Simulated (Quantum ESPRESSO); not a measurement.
BaTiO3 under changes of volume

One of the cells (12.840 Å³/atom); the others are scaled copies at fixed shape and fractional positions:

```
CELL_PARAMETERS angstrom
2.82737 1.63238 2.31839
-2.82737 1.63238 2.31839
0.00000 -3.26476 2.31839
ATOMIC_POSITIONS crystal
Ba 0.00000 0.00000 0.00000
Ti 0.48450 0.48450 0.48450
O 0.50860 0.01750 0.50860
O 0.01750 0.50860 0.50860
O 0.50860 0.50860 0.01750
```

- Program: Quantum ESPRESSO 7.5
- Functional: PBE
- Potentials or basis: GBRV 1.5 PBE
- Cutoff: 612 eV
- Density cutoff: 4898 eV
- k mesh: 7 × 7 × 7
- Occupations: fermi-dirac, width 0.05 eV
- Spin: no spin polarisation

| volume (Å³/atom) | energy over the lowest point (meV/atom) | pressure (GPa) | gap on the mesh (eV) | largest force (eV/Å) |
| --- | --- | --- | --- | --- |
| 12.070 | 68.03 | 19.1 | 2.65 | 0.859 |
| 12.327 | 41.19 | 14.3 | 2.59 | 0.614 |
| 12.583 | 21.67 | 9.9 | 2.54 | 0.383 |
| 12.840 | 8.74 | 6.1 | 2.48 | 0.166 |
| 13.097 | ? | ? | ? | ? |
| 13.354 | 0.00 | -0.6 | 2.38 | 0.229 |
| 13.611 | 3.06 | -3.4 | 2.32 | 0.409 |

**Question.** What does the run at 13.097 Å³/atom give?

**Answer.** Energy over the lowest point 1.71 meV/atom; pressure 2.6 GPa; gap on the mesh 2.43 eV; largest force 0.127 eV/Å.

Worked out: A Birch-Murnaghan fit of order 3 (a polynomial in V^(-2/3)) to the other rows has its minimum at 13.31 Å³/atom with B0 = V·E''(V) = 157 GPa and B' = 4.5 at fixed shape and positions, which overstates the stiffness. It gives 1.70 meV/atom at 13.097 Å³/atom, against the run's 1.71, and -dE/dV = 2.7 GPa, against 2.6. A straight line through the other rows of the gap, of slope -2.71 eV per unit of ln V, gives 2.43 eV, against the run's 2.43.

Energies are extrapolated to zero smearing.

Caveats: spin-orbit coupling is left out, which moves the levels of the heavy elements; an odd mesh through Γ misses points on the zone boundary, where band edges often lie.
